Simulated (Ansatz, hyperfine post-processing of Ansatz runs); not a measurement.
# Eu2PI: isotropic lines and sites in a paramagnetic 31P spectrum

Calculated values: DFT, PBEsol+U, plane-wave PAW, default files (PAW set soft_2), collinear spin, scalar-relativistic (Ansatz), contact and point-dipole shifts scaled to 320 K with Θ = 0 K (a pure Curie law); spin-only moments, above the ordering temperature.

```cif
data_structure
_symmetry_space_group_name_H-M 'P 1'
_symmetry_Int_Tables_number 1
_cell_length_a 8.1246
_cell_length_b 8.1246
_cell_length_c 8.1246
_cell_angle_alpha 31.751
_cell_angle_beta 31.751
_cell_angle_gamma 31.751
_cell_volume 131.90
loop_
_atom_site_label
_atom_site_type_symbol
_atom_site_fract_x
_atom_site_fract_y
_atom_site_fract_z
_atom_site_occupancy
Eu1 Eu 0.76787 0.76787 0.76787 1
Eu2 Eu 0.23213 0.23213 0.23213 1
I3 I 0.00000 0.00000 0.00000 1
P4 P 0.50000 0.50000 0.50000 1
```

31P MAS at 2.35 T (40.5 MHz), 40 kHz, 320 K; contact and dipolar shift alone, no orbital or quadrupolar part; lines under 1.5 % of the strongest are left out. Lines of the NMR spectrum (strongest = 100):

```tsv
position (ppm)	intensity
-45900.4	2.1
-44913.7	7.9
-43927.1	35
-42940.4	37
-41953.7	91
-40967.1	100
-39980.4	17
-38993.8	2.1
```

Q: Find the isotropic shifts among the lines and assign them to the P sites.

Sidebands are spaced by 987 ppm (the spinning rate over the resonance of 40.5 MHz). An isotropic line need not be the tallest: it is the area-weighted centre of its own family of sidebands, and the one that stays put when the rate is changed. Isotropic shifts: -41954 ppm for atom 4 (bonded to 6 Eu at 2.98 Å), reduced anisotropy -2837 ppm.

[Logs are printed without paths, hosts, clocks, repeated set-up lines and the standing remarks that a program may print on its own settings, such as how far it seeks lower states.]

[Hosts, paths, dates, database ids (printed as entryN), source tags and the programs' standing remarks are cut or masked in the printed files.]
